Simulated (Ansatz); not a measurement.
The system is Pd.

```
Pd
1.0
    -1.57228    1.57228    1.57228
     1.57228   -1.57228    1.57228
     1.57228    1.57228   -1.57228
Pd
1
Direct
  0.00000 0.00000 0.00000
```

This isn't the form of Pd at room conditions, which is fcc.

* Program: Ansatz 0.2.0
* Task: relaxation of cell and atoms
* Functional: BLYP
* Dispersion: D3(BJ)
* Potentials or basis: Ansatz PAW
* Cutoff: 420 eV (not typed: the program's choice for these potentials)
* k mesh: 12 × 12 × 12
* Occupations: fermi-dirac, width 0.05 eV
* Spin: no spin polarisation

At the start: volume 15.55 Å³/atom.

Question: How do energy, volume and symmetry change on relaxing?

Answer: It ends after 5 steps and the volume is 14.91 Å³/atom (-4.1 %); space group Im-3m (No. 229, to 0.05 Å).

Step by step:
```tsv
step	energy change (eV)	largest force (eV/Å)	volume (Å³)
1	0.0000	0.0000	15.55
2	-0.0047	0.0000	14.42
3	-0.0142	0.0000	14.96
4	-0.0143	0.0000	14.91
5	-0.0141	0.0000	14.91
```

Final structure:
```yaml
crystal:
  lattice:
    - [-1.55060, 1.55060, 1.55060]
    - [1.55060, -1.55060, 1.55060]
    - [1.55060, 1.55060, -1.55060]
  atoms:
    - { symbol: Pd, position: [0.00000, 0.00000, 0.00000] }
```

Caveat: the plane-wave basis is chosen anew once the cell has moved, so the energies of steps on either side of that aren't comparable; pairwise dispersion overbinds metals, which lowers pressure and volume; the PAW data sets come from PBE, with cores solved anew for the run's functional, which leaves a small shift of forces and pressure.
